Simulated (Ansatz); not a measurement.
# CdF2 (Fm-3m) at 2 levels of theory

One geometry, relaxed with PBE+D3(BJ); plane waves with PAW potentials in Ansatz, scalar-relativistic. No spin polarisation. Gaps are the least over mesh and band path; pressure is positive in compression.

```cif
data_structure
_symmetry_space_group_name_H-M 'Fm-3m'
_symmetry_Int_Tables_number 225
_cell_length_a 5.4449
_cell_length_b 5.4449
_cell_length_c 5.4449
_cell_angle_alpha 90.000
_cell_angle_beta 90.000
_cell_angle_gamma 90.000
_cell_volume 161.43
loop_
_atom_site_label
_atom_site_type_symbol
_atom_site_symmetry_multiplicity
_atom_site_Wyckoff_symbol
_atom_site_fract_x
_atom_site_fract_y
_atom_site_fract_z
_atom_site_occupancy
Cd1 Cd 4 a 0.00000 0.00000 0.00000 1
F1 F 8 c 0.75000 0.75000 0.75000 1
```

```csv
level,cutoff (eV),k mesh,gap (eV),pressure (GPa)
PBE+D3(BJ),420,9×9×9,2.99,0.0
```

Question: What comes out on the same cell with r2SCAN?

Answer:
| level | cutoff (eV) | k mesh | gap (eV) | pressure (GPa) |
| --- | --- | --- | --- | --- |
| r2SCAN | 500 | 9×9×9 | 3.68 | -3.3 |

The cell was reached from a generator's guess, though it ends in a space group that the Crystallography Open Database lists for this formula.
